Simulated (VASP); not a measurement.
Set up this calculation in VASP 6.6.1, as the native input.

| Item | Value |
| --- | --- |
| Task | single point |
| Functional | RPBE |
| Potentials or basis | VASP PAW PBE potentials, release 64 (Pd) |
| Cutoff | 520 eV |
| k mesh | 10 × 10 × 10 |
| Occupations | fermi-dirac, width 0.1 eV |
| Spin | no spin polarisation |
| Dipole correction | no |
| Further INCAR settings | ALGO = Normal; EDIFF = 1e-06; NBANDS = 17 |

The structure of Pd lies in POSCAR:

```
Pd
1.0
    0.0000000000      3.0634990360      3.0634990360
    3.0634990360      0.0000000000      3.0634990360
    3.0634990360      3.0634990360      0.0000000000
Pd
2
Direct
    0.1250000000      0.1250000000      0.1250000000
    0.8750000000      0.8750000000      0.8750000000
```

This isn't the form of Pd at room conditions, which is fcc.

The input as run:

INCAR

```
SYSTEM = Pd
ALGO = Normal
EDIFF = 1E-6
ENCUT = 520
GGA = RP
ISIF = 2
ISMEAR = -1
LASPH = .TRUE.
LCHARG = .FALSE.
LREAL = .FALSE.
LWAVE = .FALSE.
NBANDS = 17
NELM = 100
PREC = Accurate
SIGMA = 0.1
```

KPOINTS

```
k-points
0
G
  10 10 10
  0 0 0
```

Potentials or basis: VASP PAW PBE potentials, release 64 (Pd).

Command:

```console
$ cat potpaw_PBE.64/Pd/POTCAR > POTCAR
$ mpirun -np 1 vasp_std > vasp.out
```

Results of the run:

| Quantity | Value |
| --- | --- |
| Pressure | -4.6 GPa |
| Band gap on the k mesh | none (metal or under the smearing width) |

Caveat: the PAW data sets were made with another functional, which shifts forces and pressure a little.

It took 14 s on 1 thread of Intel(R) Xeon(R) 6975P-C (Granite Rapids), on a shared host, peak memory 0.18 GiB.
